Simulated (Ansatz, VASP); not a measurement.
# GaP in VASP and in Ansatz

```
Ga P
1.0
     0.00000    2.75116    2.75116
     2.75116    0.00000    2.75116
     2.75116    2.75116    0.00000
Ga P
1 1
Cartesian
  0.0000 0.0000 0.0000
  1.3756 1.3756 1.3756
```

Alike in both runs: functional PBE; k mesh 6 × 6 × 6; occupations gaussian, width 0.1 eV; no spin polarisation.

Ansatz relaxed the structure, and its values are those at the end. VASP's run is a single point on that final structure, the one shown.

```csv
,VASP,Ansatz
version,VASP 6.6.1,Ansatz 0.2.0
potentials or method,"VASP PAW PBE potentials, release 64 (Ga_d, P)","scalar-relativistic, plane waves, PAW"
plane-wave cutoff (eV),520,420
valence electrons in the cell,18,18
```

Ansatz gave:

```
gap on the k mesh at the Fermi level (eV) : 1.59
least direct gap on the mesh (eV)         : 1.59
pressure (GPa)                            : 0.2
```

What did VASP give for the same quantities?

gap on the k mesh at the Fermi level (eV): 1.58; least direct gap on the mesh (eV): 1.59; pressure (GPa): 0.2.

A k mesh can miss the band edges.
